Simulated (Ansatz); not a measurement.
Sn:

```
Sn
1.0
     0.00000    3.23334    3.23334
     3.23334    0.00000    3.23334
     3.23334    3.23334    0.00000
Sn
2
Direct
  0.75000 0.75000 0.75000
  0.50000 0.50000 0.50000
```

This isn't the form of Sn at room conditions, which is tetragonal (white tin).

Base run:

| Quantity | Value |
| --- | --- |
| Program | Ansatz 0.2.0 |
| Functional | PBEsol |
| Potentials or basis | all-electron PAW datasets made for the crystal |
| Cutoff | 240 eV |
| Density cutoff | 960 eV |
| k mesh | 7 × 7 × 7 |
| Occupations | fermi-dirac, width 0.05 eV |
| Spin | no spin polarisation |

Its results: pressure 1.5 GPa.

Task: After a change of settings the same cell gave: pressure 2.3 GPa. Which change was it?
A. functional from PBEsol to revPBE; potentials or basis from all-electron PAW datasets made for the crystal to all-electron LAPW, scalar-relativistic; cutoff from 240 eV to 257 eV; density cutoff from 960 eV to 1026 eV
B. functional from PBEsol to RPBE; potentials or basis from all-electron PAW datasets made for the crystal to all-electron LAPW, scalar-relativistic; cutoff from 240 eV to 257 eV; density cutoff from 960 eV to 1026 eV
C. potentials or basis from all-electron PAW datasets made for the crystal to all-electron LAPW, non-relativistic; cutoff from 240 eV to 257 eV; density cutoff from 960 eV to 1026 eV
D. functional from PBEsol to LDA; potentials or basis from all-electron PAW datasets made for the crystal to all-electron LAPW, scalar-relativistic; cutoff from 240 eV to 257 eV; density cutoff from 960 eV to 1028 eV

Result: C.

Caveats: relativity is left out, which matters for the heavier elements (some runs).

Not every run made on this cell is shown here.
